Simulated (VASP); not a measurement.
# GaP: band gap, by functional

GaP, F-43m (no. 216), 2 atoms in the cell.

| Functional | Gap, path and mesh (eV) | Direct gap, path and mesh (eV) | Gap on the mesh (eV) | c of the potential (pure number) | Time (s) |
|---|---|---|---|---|---|
| mBJ (c = 1.0) | 1.83 | 2.11 | 1.83 | 1.000 | 107 |
| mBJ (c = 1.1) | 2.07 | 2.48 | 2.07 | 1.100 | 102 |
| mBJ (c = 1.2) | 2.33 | 2.87 | 2.33 | 1.200 | 115 |
| mBJ (c = 1.3) | 2.62 | 3.30 | 2.62 | 1.300 | 116 |
| mBJ (c = 1.45) | 3.10 | 4.01 | 3.10 | 1.450 | 149 |
| mBJ (c = 1.6) | 3.67 | 4.82 | 3.67 | 1.600 | 131 |

## Input of the first row

INCAR.step1:
```
SYSTEM = GaP
  PREC = Accurate
  ENCUT = 520
  EDIFF = 1E-5
  ISMEAR = 0
  SIGMA = 0.02
  LREAL = .False.
  LASPH = .True.
  GGA_COMPAT = .False.
  ALGO = Normal
  NELM = 150
  ISIF = 2
  LWAVE = .True.
  LCHARG = .False.
  GGA = PE
  NBANDS = 16
  KPAR = 2
```

INCAR.step2, as INCAR.step1 but for:
```
- EDIFF = 1E-5
- NELM = 150
- ISIF = 2
- LWAVE = .True.
- GGA = PE
+ EDIFF = 1E-6
+ NELM = 300
+ ISIF = 0
+ LWAVE = .False.
+ ISTART = 1
+ METAGGA = MBJ
+ CMBJ = 1.0
+ LMIXTAU = .True.
```

KPOINTS:
```
k-points
0
Gamma
  7 7 7
```

KPOINTS_OPT:
```
path GXWKGLUWLK,UX
10
line-mode
reciprocal
 0.0000000000  0.0000000000  0.0000000000  G
 0.5000000000  0.0000000000  0.5000000000  X

 0.5000000000  0.0000000000  0.5000000000  X
 0.5000000000  0.2500000000  0.7500000000  W

 0.5000000000  0.2500000000  0.7500000000  W
 0.3750000000  0.3750000000  0.7500000000  K

 0.3750000000  0.3750000000  0.7500000000  K
 0.0000000000  0.0000000000  0.0000000000  G

 0.0000000000  0.0000000000  0.0000000000  G
 0.5000000000  0.5000000000  0.5000000000  L

 0.5000000000  0.5000000000  0.5000000000  L
 0.6250000000  0.2500000000  0.6250000000  U

 0.6250000000  0.2500000000  0.6250000000  U
 0.5000000000  0.2500000000  0.7500000000  W

 0.5000000000  0.2500000000  0.7500000000  W
 0.5000000000  0.5000000000  0.5000000000  L

 0.5000000000  0.5000000000  0.5000000000  L
 0.3750000000  0.3750000000  0.7500000000  K

 0.6250000000  0.2500000000  0.6250000000  U
 0.5000000000  0.0000000000  0.5000000000  X
```

POSCAR:
```
GaP
1.0
    0.0000000000      2.7252500000      2.7252500000
    2.7252500000      0.0000000000      2.7252500000
    2.7252500000      2.7252500000      0.0000000000
Ga P
1 1
Direct
    0.0000000000      0.0000000000      0.0000000000
    0.7500000000      0.7500000000      0.7500000000
```

Commands (each step's output is kept before the next begins):
```
cat potpaw_PBE.64/Ga_d/POTCAR potpaw_PBE.64/P/POTCAR > POTCAR
cp INCAR.step1 INCAR
mpirun -np 2 vasp_std > vasp.out
cp INCAR.step2 INCAR
mpirun -np 2 vasp_std > vasp.out
```

Changes of the last row against the first:
```
(step 2)
- CMBJ = 1.0
+ CMBJ = 1.6
```

VASP 6.6.1 took 107 s on 2 cores (AMD EPYC 7571), a shared host.
